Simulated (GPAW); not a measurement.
# AlCo (Pm-3m) in GPAW: equation of state

Aim: energy against volume of AlCo in PBE, for its equilibrium volume and stiffness.

Everything below comes from runs of GPAW 26.7.0. Logs are shortened: lines on timing, memory, paths and dates and some standing lists are left out, and cuts for length are marked. The log counts tension as positive stress, the text compression.

## 1. Starting point

Symmetry: Pm-3m, No. 221, cubic system. Conventional cell: a = 2.819 Å, b = 2.819 Å, c = 2.819 Å, α = 90.00°, β = 90.00°, γ = 90.00°. Co (site symmetry m-3m) is surrounded by 8 Al at 2.44 Å. Al (site symmetry m-3m) is surrounded by 8 Co at 2.44 Å.

The cell is a database's computed one.

## 2. Equation of state, PBE, collinear spin, ferromagnetic start

run.py

```python
from ase import Atoms
from ase.eos import EquationOfState
from ase.io import Trajectory
from ase.units import GPa
from gpaw import GPAW, PW

atoms = Atoms(['Co', 'Al'],
              cell=[[2.81940321, 0.0, 0.0],
                    [0.0, 2.81940321, 0.0],
                    [0.0, 0.0, 2.81940321]],
              scaled_positions=[[0.5, 0.5, 0.5],
                                [0.0, 0.0, 0.0]],
              pbc=True)
atoms.set_initial_magnetic_moments([2.0, 0.0])

traj = Trajectory('eos.traj', 'w')
volumes, energies = [], []
for x in [0.94, 0.96, 0.98, 1.0, 1.02, 1.04, 1.06]:
    a = atoms.copy()
    a.set_cell(atoms.cell * x**(1 / 3), scale_atoms=True)
    calc = GPAW(mode=PW(600),
                xc='PBE',
                kpts={'size': (9, 9, 9), 'gamma': True},
                occupations={'name': 'fermi-dirac', 'width': 0.05},
                nbands=15,
                convergence={'density': 1e-05, 'energy': 1e-05},
                maxiter=150,
                txt=f'eos-{x:.2f}.txt')
    a.calc = calc
    energies.append(a.get_potential_energy(force_consistent=True))
    volumes.append(a.get_volume())
    p = -a.get_stress()[:3].mean() / GPa
    calc.write(f'eos-{x:.2f}.gpw')
    traj.write(a)
    print(f'{x:.2f} {volumes[-1]:10.4f} A^3 {energies[-1]:14.6f} eV {p:9.3f} GPa', flush=True)

v0, e0, B = EquationOfState(volumes, energies, eos='birchmurnaghan').fit()
print(f'V0 = {v0:.4f} A^3, E0 = {e0:.6f} eV, B0 = {B / GPa:.2f} GPa')
```

Potentials or basis: GPAW PAW data sets (gpaw-data 1.2.1), pw.

Run with:

```
OMP_NUM_THREADS=1 python run.py
```

What it wrote:

```text
__  _  _
 | _ |_)|_||  |
 |__||  | ||/\| - 26.7.0

Input parameters:
  mode=PW(ecut=600.0),
  convergence={'density': 1e-05, 'energy': 1e-05},
  kpts=MonkhorstPack(size=(9, 9, 9), gamma=True),
  maxiter=150,
  nbands=15,
  occupations=Occupations(name='fermi-dirac', width=0.05),
  xc=XC(name='PBE')

Diagonalizing LCAO Hamiltonian
Converting LCAO to pw mode
   .------.
  /|      |
 * |      |
 | .-Co---.
 |/      /
 Al-----*

Atoms  # Å, Bohr magnetons
|   | symbol |        x |        y |        z |    initial magnetic moments |
|---|--------|----------|----------|----------|-----------------------------|
| 0 |     Co | 1.380924 | 1.380924 | 1.380924 | ( 0.0000,  0.0000,  2.0000) |
| 1 |     Al | 0.000000 | 0.000000 | 0.000000 | ( 0.0000,  0.0000,  0.0000) |

Unit cell  # Å
| periodic |        x |        y |        z |  lengths |    angles |
|----------|----------|----------|----------|----------|-----------|
|      yes | 2.761848 | 0.000000 | 0.000000 | 2.761848 | 90.000000 |
|      yes | 0.000000 | 2.761848 | 0.000000 | 2.761848 | 90.000000 |
|      yes | 0.000000 | 0.000000 | 2.761848 | 2.761848 | 90.000000 |

Number of symmetries: 48
Symmetry operations  # r_c * U_cc + t_c -> r_c
|    | kind |            matrix            |
|----|------|------------------------------|
|  0 |  E   |  1, 0, 0,  0, 1, 0,  0, 0, 1 |
|  1 |  σ   |  1, 0, 0,  0, 1, 0,  0, 0,-1 |
|  2 |  σ   |  1, 0, 0,  0, 0, 1,  0, 1, 0 |
|  3 |  C4  |  1, 0, 0,  0, 0, 1,  0,-1, 0 |
|  4 |  C4  |  1, 0, 0,  0, 0,-1,  0, 1, 0 |
|  5 |  σ   |  1, 0, 0,  0, 0,-1,  0,-1, 0 |
|  6 |  σ   |  1, 0, 0,  0,-1, 0,  0, 0, 1 |
|  7 |  C2  |  1, 0, 0,  0,-1, 0,  0, 0,-1 |
|  8 |  σ   |  0, 1, 0,  1, 0, 0,  0, 0, 1 |
|  9 |  C2  |  0, 1, 0,  1, 0, 0,  0, 0,-1 |
| 10 |  C3  |  0, 1, 0,  0, 0, 1,  1, 0, 0 |
| 11 |  S6  |  0, 1, 0,  0, 0, 1, -1, 0, 0 |
| 12 |  S6  |  0, 1, 0,  0, 0,-1,  1, 0, 0 |
| 13 |  C3  |  0, 1, 0,  0, 0,-1, -1, 0, 0 |
| 14 |  C4  |  0, 1, 0, -1, 0, 0,  0, 0, 1 |
| 15 |  S4  |  0, 1, 0, -1, 0, 0,  0, 0,-1 |
| 16 |  C3  |  0, 0, 1,  1, 0, 0,  0, 1, 0 |
| 17 |  S6  |  0, 0, 1,  1, 0, 0,  0,-1, 0 |
| 18 |  σ   |  0, 0, 1,  0, 1, 0,  1, 0, 0 |
| 19 |  C4  |  0, 0, 1,  0, 1, 0, -1, 0, 0 |
| 20 |  C2  |  0, 0, 1,  0,-1, 0,  1, 0, 0 |
| 21 |  S4  |  0, 0, 1,  0,-1, 0, -1, 0, 0 |
| 22 |  S6  |  0, 0, 1, -1, 0, 0,  0, 1, 0 |
| 23 |  C3  |  0, 0, 1, -1, 0, 0,  0,-1, 0 |
| 24 |  S6  |  0, 0,-1,  1, 0, 0,  0, 1, 0 |
| 25 |  C3  |  0, 0,-1,  1, 0, 0,  0,-1, 0 |
| 26 |  C4  |  0, 0,-1,  0, 1, 0,  1, 0, 0 |
| 27 |  σ   |  0, 0,-1,  0, 1, 0, -1, 0, 0 |
| 28 |  S4  |  0, 0,-1,  0,-1, 0,  1, 0, 0 |
| 29 |  C2  |  0, 0,-1,  0,-1, 0, -1, 0, 0 |
| 30 |  C3  |  0, 0,-1, -1, 0, 0,  0, 1, 0 |
| 31 |  S6  |  0, 0,-1, -1, 0, 0,  0,-1, 0 |
| 32 |  C4  |  0,-1, 0,  1, 0, 0,  0, 0, 1 |
| 33 |  S4  |  0,-1, 0,  1, 0, 0,  0, 0,-1 |
| 34 |  S6  |  0,-1, 0,  0, 0, 1,  1, 0, 0 |
| 35 |  C3  |  0,-1, 0,  0, 0, 1, -1, 0, 0 |
| 36 |  C3  |  0,-1, 0,  0, 0,-1,  1, 0, 0 |
| 37 |  S6  |  0,-1, 0,  0, 0,-1, -1, 0, 0 |
| 38 |  σ   |  0,-1, 0, -1, 0, 0,  0, 0, 1 |
| 39 |  C2  |  0,-1, 0, -1, 0, 0,  0, 0,-1 |
| 40 |  σ   | -1, 0, 0,  0, 1, 0,  0, 0, 1 |
| 41 |  C2  | -1, 0, 0,  0, 1, 0,  0, 0,-1 |
| 42 |  C2  | -1, 0, 0,  0, 0, 1,  0, 1, 0 |
| 43 |  S4  | -1, 0, 0,  0, 0, 1,  0,-1, 0 |
| 44 |  S4  | -1, 0, 0,  0, 0,-1,  0, 1, 0 |
| 45 |  C2  | -1, 0, 0,  0, 0,-1,  0,-1, 0 |
| 46 |  C2  | -1, 0, 0,  0,-1, 0,  0, 0, 1 |
| 47 |  i   | -1, 0, 0,  0,-1, 0,  0, 0,-1 |

BZ-sampling:
  Number of BZ points: 729
  Number of IBZ points: 35

  Monkhorst-Pack size: [9, 9, 9]
  Monkhorst-Pack shift: [0, 0, 0]

K-points  # in reciprocal-cell coordinates
|     |                                coordinates |     weight |
|-----|--------------------------------------------|------------|
|   0 | (  0.00000000,   0.00000000,   0.00000000) | 0.00137174 |
|   1 | (  0.11111111,   0.00000000,   0.00000000) | 0.00823045 |
|   2 | (  0.11111111,   0.11111111,   0.00000000) | 0.01646091 |
|   3 | (  0.11111111,   0.11111111,   0.11111111) | 0.01097394 |
|   4 | (  0.22222222,   0.00000000,   0.00000000) | 0.00823045 |
|   5 | (  0.22222222,   0.11111111,   0.00000000) | 0.03292181 |
|   6 | (  0.22222222,   0.11111111,   0.11111111) | 0.03292181 |
|   7 | (  0.22222222,   0.22222222,   0.00000000) | 0.01646091 |
|   8 | (  0.22222222,   0.22222222,   0.11111111) | 0.03292181 |
|   9 | (  0.22222222,   0.22222222,   0.22222222) | 0.01097394 |
| ... |                                            |            |
|  34 | (  0.44444444,   0.44444444,   0.44444444) | 0.01097394 |

Plane wave coefficients: 739
Cutoff: 600.0 eV

Spin-components: 2 (collinear spins)
Bands:           15
Projectors:      11
Spin-degeneracy: 1
Datatype:        complex128

Density:
  Valence electrons: 12.0
  Components: 2
  Grid points: [16 16 16]
  Charge: 0.0  # |e|

Potential:
  Grid points: [16 16 16]

species:
  Co:
    name:    Cobalt
    Z:       27.0
    valence: 9
    core:    18
    charge:  0.0  # [|e|]
    compensation charges:
      type: gauss
      rc: 0.32  # [Å]
      lmax: 2
    cutoffs:
      filter: 1.87  # [Å]
      core: 2.55  # [Å]
    projectors
    | kind |    occ | energy [eV] | rcut [Å] |
    |------|--------|-------------|----------|
    |   4s |  2.000 |      -5.469 |    1.005 |
    |   4p |  0.000 |      -1.277 |    1.058 |
    |   3d |  7.000 |      -8.205 |    1.005 |
    |    s |        |      21.742 |    1.005 |
    |    p |        |      25.934 |    1.058 |
    |    d |        |      19.007 |    1.005 |

    Using partial waves for Co as LCAO basis

  Al:
    name:    Aluminium
    Z:       13.0
    valence: 3
    core:    10
    charge:  0.0  # [|e|]
    compensation charges:
      type: gauss
      rc: 0.34  # [Å]
      lmax: 2
    cutoffs:
      filter: 1.91  # [Å]
      core: 2.36  # [Å]
    projectors
    | kind |    occ | energy [eV] | rcut [Å] |
    |------|--------|-------------|----------|
    |   3s |  2.000 |      -7.753 |    1.085 |
    |   3p |  1.000 |      -2.712 |    1.085 |
    |    s |        |      19.459 |    1.085 |
    |    p |        |      24.499 |    1.085 |
    |    d |        |       0.000 |    1.085 |

    Using partial waves for Al as LCAO basis

Reference energy: -44506.133171  # eV

eigensolver:
  PPCG
  Converge bands: occupied
  niter=2

density mixing:
  MSR1-Mixer
  Pratt-step length: 0.05
  Maximum mixing coefficient: 0.75
  Old densities: 10
  SVD Regularization: 0.005
  Good broyden scale: 1.0
  Trust region scale: 1.0
  Backstep threshold: 4.0
  History deletion threshold: 6.0
  Fourier metric: weight=20.0, sigma=0.015

occupation numbers:
  Fermi-Dirac:
    width: 0.0500  # eV

poisson solver:
  ecut: 4800.0  # eV

xc functional:
  name: PBE with 2 nearest neighbor stencil

convergence criteria:
- Maximum integral of absolute [dens]ity change: 1e-05 electrons / valence electron
- Maximum [total energy] change in last 3 cyles: 1e-05 eV / valence electron
- Maximum integral of absolute [eigenst]ate change: 4e-08 eV^2 / valence electron
maximum number of iterations: 150

SCF iterations
|iter     | |      energy | eigst |  dens |  magmom |
|---------|-|-------------|-------|-------|---------|
|iter:   1| |  -12.565080 | +0.56 |       |  +2.0067|
|iter:   2| |  -12.572056 | -1.93 | -0.77 |  +1.9386|
|iter:   3| |  -13.027229 | -2.04 | -0.80 |  +1.1469|
|iter:   4| |  -12.986802 | -1.84 | -0.90 |  +0.3878|
|iter:   5| |  -13.014781 | -3.04 | -1.43 |  +0.0422|
|iter:   6| |  -13.029969 | -3.34 | -1.70 |  +0.0369|
|iter:   7| |  -13.035646 | -3.72 | -2.05 |  +0.0022|
|iter:   8| |  -13.036502 | -4.40 | -2.55 |  -0.0011|
|iter:   9| |  -13.036526 | -5.93 | -3.24 |  +0.0015|
|iter:  10| |  -13.036533c| -6.14 | -3.56 |  -0.0002|
|iter:  11| |  -13.036534c| -7.94c| -4.29 |  +0.0001|
|iter:  12| |  -13.036534c| -7.87c| -4.82 |  -0.0000|
|iter:  13| |  -13.036534c| -8.83c| -5.37c|  -0.0000|

Converged in 13 steps
Energy contributions relative to reference atoms: (reference = -44506.133171)

Energy contributions:
  Kinetic:          28.217275
  Coulomb:         -20.883595
  Zero:             -0.054178
  External:          0.000000
  Xc:              -20.314186
  Entropy:          -0.003700
  Spinorbit:         0.000000
  ----------------------------
  Free energy:     -13.038384
  Extrapolated:    -13.036534

dipole moment: (-4.709657, -4.709657, -4.709657)  # |e|*Ang

Total magnetic moment: (0.000000, 0.000000, -0.000002)

Local magnetic moments
|        x |        y |         z |
|----------|----------|-----------|
| 0.000000 | 0.000000 | -0.000008 |  # Co   0
| 0.000000 | 0.000000 |  0.000003 |  # Al   1

Fermi level: 11.448
Eigenvalues  # (at kpt = [0.000, 0.000, 0.000])
| band index |      eig [eV] | occ [0-1] |      eig [eV] | occ [0-1] |
|------------|---------------|-----------|---------------|-----------|
|          0 |        -0.361 |     1.000 |        -0.361 |     1.000 |
|          1 |         8.005 |     1.000 |         8.005 |     1.000 |
|          2 |         8.005 |     1.000 |         8.005 |     1.000 |
|          3 |        10.498 |     1.000 |        10.498 |     1.000 |
|          4 |        10.498 |     1.000 |        10.498 |     1.000 |
|          5 |        10.498 |     1.000 |        10.498 |     1.000 |
|          6 |        17.876 |     0.000 |        17.876 |     0.000 |
|          7 |        17.876 |     0.000 |        17.876 |     0.000 |
|          8 |        17.876 |     0.000 |        17.876 |     0.000 |
|          9 |        20.566 |     0.000 |        20.566 |     0.000 |
|         10 |        20.566 |     0.000 |        20.566 |     0.000 |
|         11 |        28.473 |     0.000 |        28.473 |     0.000 |
|         12 |        34.290 |     0.000 |        34.290 |     0.000 |
|         13 |        34.290 |     0.000 |        34.290 |     0.000 |
|         14 |        34.290 |     0.000 |        34.290 |     0.000 |

No gap
No difference between direct/indirect transitions

Stress tensor  # eV/Ang^3
|         x |         y |         z |
|-----------|-----------|-----------|
| -0.139078 | -0.000000 |  0.000000 |
| -0.000000 | -0.139078 |  0.000000 |
|  0.000000 |  0.000000 | -0.139078 |

# Writing to eos-0.94.gpw (mode='')
```

It took 2.3 min on 1 thread of Arm Neoverse V1, shared host; peak memory 0.21 GiB.

Results:

* Equilibrium volume: 11.67 Å³/atom
* Bulk modulus: 179 GPa
* Pressure derivative of the bulk modulus: 4.4

Energy against volume, from the lowest point:
| volume (Å³/atom) | energy (meV/atom) |
| --- | --- |
| 10.533 | 75.00 |
| 10.758 | 46.64 |
| 10.982 | 25.58 |
| 11.206 | 11.32 |
| 11.430 | 2.94 |
| 11.654 | 0.00 |
| 11.878 | 1.92 |
